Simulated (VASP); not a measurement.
# CaO in VASP: one cell, several levels of theory, part 2 of 2

VASP 6.6.1, plane waves, PAW. Earlier steps stand in the parts before.

### Step 3. Single point with r2SCAN

Contents of INCAR:

```
ENCUT = 520.000000
SIGMA = 0.010000
EDIFF = 1.00e-07
ALGO = Normal
METAGGA = R2SCAN
PREC = Accurate
IBRION = -1
ISIF = 2
ISMEAR = 0
NBANDS = 15
NELM = 120
NSW = 0
LASPH = .TRUE.
LCHARG = .FALSE.
LWAVE = .FALSE.
LREAL = .FALSE.
```

Contents of KPOINTS:

```
KPOINTS created by Atomic Simulation Environment
0
Gamma
10 10 10
0 0 0
```

Contents of KPOINTS_OPT:

```
special points
7
Reciprocal
0.0000000000 0.0000000000 0.0000000000 1
0.5000000000 0.0000000000 0.5000000000 1
0.6250000000 0.2500000000 0.6250000000 1
0.3750000000 0.3750000000 0.7500000000 1
0.5000000000 0.5000000000 0.5000000000 1
0.5000000000 0.2500000000 0.7500000000 1
0.0000000000 0.5000000000 0.5000000000 1
```

Contents of POSCAR:

```
Ca O
 1.0000000000000000
     0.0627784168000000    2.4003897896000002    2.4003897896000002
     2.4003897896000002    0.0627784168000000    2.4003897896000002
     2.4003897896000002    2.4003897896000002    0.0627784168000000
 Ca  O
   1   1
Cartesian
  0.0000000000000000  0.0000000000000000  0.0000000000000000
  2.4317789980000004  2.4317789980000004  2.4317789979999995
```

Started as:

```bash
mpirun -np 1 vasp_std
```

Standard output, without the iteration lines:

```text
POSCAR found type information on POSCAR CaO
 POSCAR found :  2 types and       2 ions
 -----------------------------------------------------------------------------
|                                                                             |
|                                                                             |
|     You enforced a specific xc type in the INCAR file but a different       |
|     I HOPE YOU KNOW WHAT YOU ARE DOING!                                     |
|                                                                             |
 -----------------------------------------------------------------------------

 LDA part: xc-table for (None), standard interpolation
 POSCAR, INCAR and KPOINTS ok, starting setup
 FFT: planning ... GRIDC
 FFT: planning ... GRID_SOFT
 FFT: planning ... GRID
 WAVECAR not read
 entering main loop
 Start KPOINTS_OPT (optional k-point list driver)
k-point batch [1-7\7]
```

OSZICAR:

```text
N       E                     dE             d eps       ncg     rms          rms(c)
DAV:   1     0.118220460573E+03    0.11822E+03   -0.86018E+03  3480   0.112E+03
DAV:   2    -0.197112532839E+02   -0.13793E+03   -0.12904E+03  4314   0.301E+02
DAV:   3    -0.251202405849E+02   -0.54090E+01   -0.53661E+01  4379   0.617E+01
DAV:   4    -0.252630323520E+02   -0.14279E+00   -0.14270E+00  4359   0.925E+00
DAV:   5    -0.252658640272E+02   -0.28317E-02   -0.28316E-02  4120   0.118E+00    0.770E+00
DAV:   6    -0.192947984929E+02    0.59711E+01   -0.34315E+00  4790   0.232E+01    0.257E+00
DAV:   7    -0.194167900847E+02   -0.12199E+00   -0.50306E-01  3564   0.516E+00    0.192E+00
DAV:   8    -0.194504597959E+02   -0.33670E-01   -0.17173E-01  3557   0.465E+00    0.135E+00
DAV:   9    -0.194173058288E+02    0.33154E-01   -0.81595E-02  3818   0.297E+00    0.137E-01
DAV:  10    -0.194167481584E+02    0.55767E-03   -0.41531E-03  3949   0.632E-01    0.762E-02
DAV:  11    -0.194168987757E+02   -0.15062E-03   -0.63646E-04  4334   0.228E-01    0.516E-02
DAV:  12    -0.194168335184E+02    0.65257E-04   -0.15806E-04  4159   0.113E-01    0.685E-03
DAV:  13    -0.194168344335E+02   -0.91509E-06   -0.95680E-06  4194   0.311E-02    0.632E-03
DAV:  14    -0.194168342141E+02    0.21945E-06   -0.27043E-07  4417   0.451E-03    0.405E-03
DAV:  15    -0.194168339735E+02    0.24056E-06   -0.10676E-06  3711   0.845E-03    0.135E-03
DAV:  16    -0.194168340526E+02   -0.79100E-07   -0.73279E-08  1957   0.257E-03
   1 F= -.19416834E+02 E0= -.19416834E+02  d E =0.000000E+00
       N       E                     dE             ncg
DAV:   1     0.281078644169E+04   -0.48197E+04      210
DAV:   2     0.193279590996E+04   -0.87799E+03      252
DAV:   3     0.190513964814E+04   -0.27656E+02      252
DAV:   4     0.190424666021E+04   -0.89299E+00      276
DAV:   5     0.190423610484E+04   -0.10555E-01      245
DAV:   6     0.190423584013E+04   -0.26471E-03      276
DAV:   7     0.190423583216E+04   -0.79653E-05      244
DAV:   8     0.190423583190E+04   -0.26926E-06      207
DAV:   9     0.190423583189E+04   -0.86361E-08      189
```

Parts of OUTCAR:

```text
k-points           NKPTS =    116   k-points in BZ     NKDIM =    116   number of bands    NBANDS=     15

   NELECT =      16.0000    total number of electrons

   dimension x,y,z NGX =    28 NGY =   28 NGZ =   28
   dimension x,y,z NGXF=    56 NGYF=   56 NGZF=   56

  energy-cutoff  :      520.00
  volume of cell :       26.58
      direct lattice vectors                 reciprocal lattice vectors
     0.062778417  2.400389790  2.400389790    -0.216654473  0.211132631  0.211132631
     2.400389790  0.062778417  2.400389790     0.211132631 -0.216654473  0.211132631
     2.400389790  2.400389790  0.062778417     0.211132631  0.211132631 -0.216654473

 k-points in reciprocal lattice and weights: KPOINTS created by Atomic Simulation Env
   0.00000000  0.00000000  0.00000000       0.001
   0.10000000 -0.00000000 -0.00000000       0.006
   0.20000000 -0.00000000 -0.00000000       0.006
   0.30000000 -0.00000000 -0.00000000       0.006
   0.40000000 -0.00000000  0.00000000       0.006
   0.50000000  0.00000000  0.00000000       0.003
   0.10000000  0.10000000 -0.00000000       0.006
   0.20000000  0.10000000 -0.00000000       0.012
[... 108 more k-points ...]

 E-fermi :   2.5344

 k-point     1 :       0.0000    0.0000    0.0000
  band No.  band energies     occupation
      1     -36.6207      2.00000
      2     -16.4815      2.00000
      3     -16.4746      2.00000
      4     -16.4746      2.00000
      5     -14.2870      2.00000
      6       2.1809      2.00000
      7       2.3224      2.00000
      8       2.3224      2.00000
      9       8.0208      0.00000
     10       9.0062      0.00000
     11       9.3457      0.00000
     12       9.3457      0.00000
     13      10.9111      0.00000
     14      10.9111      0.00000
     15      18.3380      0.00000

 k-point     2 :       0.1000   -0.0000   -0.0000
  band No.  band energies     occupation
      1     -36.6084      2.00000
      2     -16.6807      2.00000
      3     -16.4852      2.00000
      4     -16.4821      2.00000
      5     -14.0787      2.00000
      6       1.9378      2.00000
      7       2.0496      2.00000
      8       2.1754      2.00000
      9       8.4552      0.00000
     10       9.2094      0.00000
     11       9.3124      0.00000
     12       9.5372      0.00000
     13      11.1727      0.00000
     14      11.1732      0.00000
     15      18.8059      0.00000

 k-point     3 :       0.2000   -0.0000   -0.0000
  band No.  band energies     occupation
      1     -36.5762      2.00000
      2     -17.1069      2.00000
      3     -16.5014      2.00000
      4     -16.4965      2.00000
      5     -13.6439      2.00000
      6       1.1576      2.00000
      7       1.6613      2.00000
      8       1.8216      2.00000
      9       9.1586      0.00000
     10       9.5091      0.00000
     11       9.9247      0.00000
     12      10.0711      0.00000
     13      11.8488      0.00000
     14      11.8545      0.00000
     15      19.5638      0.00000

 k-point     4 :       0.3000   -0.0000   -0.0000
  band No.  band energies     occupation
      1     -36.5361      2.00000
      2     -17.5212      2.00000
      3     -16.5251      2.00000
      4     -16.5102      2.00000
      5     -13.2171      2.00000
      6       0.3466      2.00000
      7       1.2475      2.00000
      8       1.4326      2.00000
      9       9.4346      0.00000
     10      10.3605      0.00000
     11      10.8127      0.00000
     12      10.9676      0.00000
     13      12.7046      0.00000
     14      12.7177      0.00000
     15      19.2937      0.00000

 k-point     5 :       0.4000   -0.0000    0.0000
  band No.  band energies     occupation
      1     -36.5033      2.00000
      2     -17.8067      2.00000
      3     -16.5441      2.00000
      4     -16.5212      2.00000
      5     -12.9196      2.00000
      6      -0.2315      2.00000
      7       0.9456      2.00000
      8       1.1477      2.00000
      9       9.8706      0.00000
     10      11.1219      0.00000
     11      11.4969      0.00000
     12      11.6966      0.00000
     13      13.4835      0.00000
     14      13.4989      0.00000
     15      18.5369      0.00000

 k-point     6 :       0.5000    0.0000    0.0000
  band No.  band energies     occupation
      1     -36.4908      2.00000
      2     -17.9076      2.00000
      3     -16.5513      2.00000
      4     -16.5253      2.00000
      5     -12.8135      2.00000
      6      -0.4393      2.00000
      7       0.8366      2.00000
      8       1.0447      2.00000
      9      10.1323      0.00000
     10      11.4843      0.00000
     11      11.7810      0.00000
     12      11.8321      0.00000
     13      13.8343      0.00000
     14      13.8489      0.00000
     15      18.2561      0.00000

 k-point     7 :       0.1000    0.1000   -0.0000
  band No.  band energies     occupation
      1     -36.6051      2.00000
      2     -16.6982      2.00000
      3     -16.5054      2.00000
      4     -16.4988      2.00000
      5     -14.0321      2.00000
      6       1.6594      2.00000
      7       2.1501      2.00000
      8       2.2424      2.00000
      9       8.4923      0.00000
     10       8.8942      0.00000
     11       9.5478      0.00000
     12       9.7415      0.00000
     13      11.0171      0.00000
     14      11.5021      0.00000
     15      18.9440      0.00000

 k-point     8 :       0.2000    0.1000   -0.0000
  band No.  band energies     occupation
      1     -36.5802      2.00000
      2     -16.9980      2.00000
      3     -16.5316      2.00000
      4     -16.5132      2.00000
      5     -13.7281      2.00000
      6       1.1055      2.00000
      7       1.9109      2.00000
      8       1.9948      2.00000
      9       8.5969      0.00000
     10       9.3632      0.00000
     11      10.0223      0.00000
     12      10.2041      0.00000
     13      11.3668      0.00000
     14      12.2089      0.00000
     15      19.6588      0.00000

[... the tables of k-points 9 to 116 left out ...]

  Total        0.9578565      0.9578565      0.9578565     -0.3694141     -0.3694141     -0.3694141
  in kB       57.7447232     57.7447232     57.7447232    -22.2702607    -22.2702607    -22.2702607
  external PRESSURE =      57.7447232 kB  Pullay stress =       0.0000000 kB

 POSITION                                       TOTAL-FORCE (eV/Angst)
 -----------------------------------------------------------------------------------
      0.00000      0.00000      0.00000         0.000000      0.000000     -0.000000
      2.43178      2.43178      2.43178         0.000000     -0.000000      0.000000
 -----------------------------------------------------------------------------------
    total drift:                                0.000000      0.000000      0.000000

  FREE ENERGIE OF THE ION-ELECTRON SYSTEM (eV)
  ---------------------------------------------------
  free  energy   TOTEN  =       -19.4168340526 eV

  energy  without entropy=      -19.4168340526  energy(sigma->0) =      -19.41683405
```

Hardware: 1 MPI rank of Intel Xeon 6975P-C, shared host.

The levels at the points of KPOINTS_OPT are read from vasprun.xml.

Near the gap, in eV above the top of the last filled band v; c is the band after it:

```
point    v−1      v     c   c+1
    Γ   0.00   0.00  5.70  6.68
    X  -0.47  -0.35  4.11  9.01
    U  -1.25  -0.78  5.65  8.92
    K  -1.25  -0.78  5.65  8.92
    L  -1.19  -1.19  7.74  9.07
    W  -1.13  -1.05  6.95  7.06
```

The r2SCAN gap is 4.11 eV and indirect (Γ to X), with 4.46 eV as the least direct one. Pressure: 5.77 GPa; the forces vanish within 0.01 eV/Å.

### Step 4. Results

This closing draws on all 2 parts.

| level | gap (eV) | pressure (GPa) | Ansatz: gap (eV) | Ansatz: pressure (GPa) |
| --- | --- | --- | --- | --- |
| PBE | 3.56 | 7.68 | 3.58 | 6.96 |
| r2SCAN | 4.11 | 5.77 | 4.13 | 4.51 |

The gap runs from 3.56 eV (PBE) to 4.11 eV (r2SCAN). The pressure is highest with PBE (7.7 GPa) and lowest with r2SCAN (5.8 GPa), which orders the cells that they would relax to. The two programs agree on the gap within 0.03 eV, far less than the spread between functionals. Datasets and cutoffs are each program's own.
